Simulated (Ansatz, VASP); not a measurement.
**BN: VASP beside Ansatz**

The input INCAR:

```
SYSTEM = BN
ALGO = Normal ; EDIFF = 1E-6
ENCUT = 520 ; GGA = PS
ISIF = 2 ; ISMEAR = 0
LASPH = .True. ; LCHARG = .False.
LREAL = .False. ; LWAVE = .False.
NBANDS = 11 ; NELM = 80
PREC = Accurate ; SIGMA = 0.05
```

KPOINTS

```
k-points
0
Gamma
  12 12 12
  0 0 0
```

POSCAR

```
BN
1.0
    0.0000000000      3.4953158300      2.1660912400
    1.2516321000      0.0000000000      2.1660912400
    1.2516321000      3.4953158300      0.0000000000
B N
1 1
Direct
    0.0000486500      0.0000486500      0.9999513500
    0.6666513400      0.6666513400      0.3333486600
```

Input for Ansatz:

```yaml
crystal:
  lattice:
    - [0.0, 3.49531583, 2.16609124]
    - [1.2516321, 0.0, 2.16609124]
    - [1.2516321, 3.49531583, 0.0]
  atoms:
    - { symbol: B, position: [4.865e-05, 4.865e-05, 0.99995135] }
    - { symbol: "N", position: [0.66665134, 0.66665134, 0.33334866] }
basis:
  ecutwfc: 420
kpoints:
  mp_grid: { grid: [12, 12, 12] }
hamiltonian:
  xc: pbesol
scf:
  occupations: { method: gaussian, width: 0.05 }
output:
  forces: true
  stress: true
  eigenvalues: true
```

Measurements of this composition are mostly on another form, of space group No. 194.

Alike in both runs: task single point; functional PBEsol; k mesh 12 × 12 × 12; occupations gaussian, width 0.05 eV; no spin polarisation.

|  | VASP | Ansatz |
| --- | --- | --- |
| version | VASP 6.6.1 | Ansatz 0.2.0 |
| potentials or method | VASP PAW PBE potentials, release 64 (B, N) | scalar-relativistic, plane waves, PAW |
| plane-wave cutoff (eV) | 520 | 420 |
| valence electrons in the cell | 8 | 8 |

Ansatz gave:

```
gap on the k mesh at the Fermi level (eV)       : 3.75
least direct gap on the mesh (eV)               : 4.50
pressure (GPa)                                  : 0.6
largest component of the traceless stress (GPa) : 0.35
rms of the force components (eV/Å)              : 0.006
```

Problem. Which values does VASP return?

Solution. gap on the k mesh at the Fermi level (eV): 3.74; least direct gap on the mesh (eV): 4.49; pressure (GPa): 0.9; largest component of the traceless stress (GPa): 0.78; rms of the force components (eV/Å): 0.006.

Atom by atom the forces differ by 0.000 eV/Å (rms over components). The functional is the same, so the differences come from potentials, cutoffs and numerics.

Caveats: the PAW data sets were made with another functional, which shifts forces and pressure a little (VASP). A k mesh can miss the band edges.
